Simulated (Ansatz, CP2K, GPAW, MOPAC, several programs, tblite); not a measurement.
**ScAlN2 (ordering on rocksalt) from semi-empirical methods to plane-wave DFT**

ScAlN2, ordered on the rocksalt lattice (P4/mmm) with 4 atoms a cell, relaxed with r2SCAN in Ansatz, was computed with several methods. Space group P4/mmm (No. 123), tetragonal; a = 3.045 Å, c = 4.319 Å in the conventional setting, 10.01 Å³ an atom. Sc has 6 N at 2.15–2.16 Å; N has 4 Al at 2.15 Å and 2 Sc at 2.16 Å; Al has 6 N at 2.15–2.16 Å; N has 4 Sc at 2.15 Å and 2 Al at 2.16 Å. Computed, not measured; no magnetism was allowed, and whether the structure is a known phase isn't checked.

```
CELL_PARAMETERS angstrom
3.04461 0.00000 0.00000
0.00000 3.04461 0.00000
0.00000 0.00000 4.31898
ATOMIC_POSITIONS crystal
Sc 0.00000 0.00000 0.00000
N 0.00000 0.00000 0.50000
Al 0.50000 0.50000 0.50000
N 0.50000 0.50000 0.00000
```

Gaps and times are for a single point on this cell; volume and bulk modulus come from each method's own relaxation or energy curve at fixed shape, which is too stiff where a cell has free coordinates or axes. Times are rough, from shared hosts (Arm Neoverse V1), and each method has its own mesh and cell size. A dagger marks a closed or tiny gap in a crystal that DFT finds insulating: a failure of the method or a wrong SCF state. A double dagger marks a value from a curve with shape and coordinates held. PM6 (MOPAC), PM7 (MOPAC), GFN1-xTB (tblite) treat a cluster of cells at its zone centre, which samples few k points: where these miss a band edge, the gap comes out too large for that reason alone. Gaps from k meshes are read at a limited set of points (mesh, symmetry points, PBE's band edges), so each method's own least gap may be somewhat smaller. xTB and the PM methods were fitted mostly to molecules, and can miss a solid's gap by electronvolts. Minimal bases can be far off for gaps. GLLB-SC's gap includes the derivative discontinuity. d marks a direct gap, i an indirect one (no mark: not told apart), a dash a value that wasn't computed or didn't pass its checks.

| method | kind | gap (eV) | own volume (Å³/atom) | bulk modulus (GPa) | atoms computed | processor time |
| --- | --- | --- | --- | --- | --- | --- |
| light PBE (260 eV and a coarse mesh) | light plane-wave | 0.59 d | – | – | 4 | 0.89 s |
| PBE | semilocal | 0.71 d | 10.17 | 213‡ | 4 | 3.4 s |
| r2SCAN | semilocal | 1.13 d | 10.01 | 232‡ | 4 | 7.7 s |
| GFN1-xTB (tblite) | tight binding | 0.00† | – | – | 72 | 9.9 s |
| PBE/SZV (CP2K) | small basis | overlap 0.02† | 10.31‡ | 213‡ | 4 | 16 s |
| PM7 (MOPAC) | semi-empirical | 7.12 | – | – | 72 | 25 s |
| PBE/DZVP (CP2K) | small basis | 0.67 d | 10.18‡ | 212‡ | 4 | 38 s |
| GLLB-SC (GPAW) | model potential | 2.03 | – | – | 4 | 41 s |
| PM6 (MOPAC) | semi-empirical | 3.39 | – | – | 72 | 46 s |
| PBE/single zeta (GPAW) | small basis | 0.67 d | – | – | 4 | 77 s |

Against r2SCAN (1.13 eV) and with closed or daggered gaps left aside, the nearest gap at the points sampled is that of PBE (-0.42 eV) and the farthest that of PM7 (MOPAC) (+5.99 eV). r2SCAN is only a yardstick of convenience: semilocal gaps usually lie below measured ones, which GLLB-SC and hybrids aim to mend.

Volumes against r2SCAN's: PBE +1.6 %.

Runs without a result: GFN2-xTB (tblite) (single point).
